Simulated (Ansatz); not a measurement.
Set up this calculation in Ansatz 0.2.0, as the native input.

- Task: single point
- Functional: PBE
- Potentials or basis: all-electron LAPW, scalar-relativistic
- Cutoff: 208 eV (chosen from the basis error)
- Basis error allowed: 0.001 eV/atom
- k mesh: 9 × 9 × 9
- Occupations: gaussian, width 0.016 eV
- Spin: no spin polarisation

Sn:

```
CELL_PARAMETERS angstrom
-2.94014 2.94014 1.59930
2.94014 -2.94014 1.59930
2.94014 2.94014 -1.59930
ATOMIC_POSITIONS crystal
Sn 0.00000 0.00000 0.00000
Sn 0.75000 0.25000 0.50000
```

These files were run (other wordings do the same):

input.yaml

```yaml
crystal:
  lattice:
    - [-2.9401404553, 2.9401404553, 1.5993019889]
    - [2.9401404553, -2.9401404553, 1.5993019889]
    - [2.9401404553, 2.9401404553, -1.5993019889]
  atoms:
    - { symbol: Sn, position: [0.0, 0.0, 0.0] }
    - { symbol: Sn, position: [0.75, 0.25, 0.5] }
kpoints:
  mp_grid: { grid: [9, 9, 9] }
scf:
  occupations: { method: gaussian, width: 0.016 }
hamiltonian:
  xc: pbe
  pseudopotentials: { kind: all_electron, lapw: { basis_error: 0.001 } }
output:
  forces: true
  stress: true
  eigenvalues: true
```

Potentials or basis: all-electron LAPW, scalar-relativistic.

Command:

```console
$ ansatz run input.yaml --threads 1 --pin off --max-ram 3072MiB --backend cpu --events-out ev --progress --plain --runs-dir out
```

It gave:

- Pressure: 1.4 GPa
- Band gap on the k mesh: none (metal or under the smearing width)

Wall time 11 s on 1 thread of Intel(R) Xeon(R) Platinum 8488C (Sapphire Rapids) (shared host), peak memory 0.4 GiB.
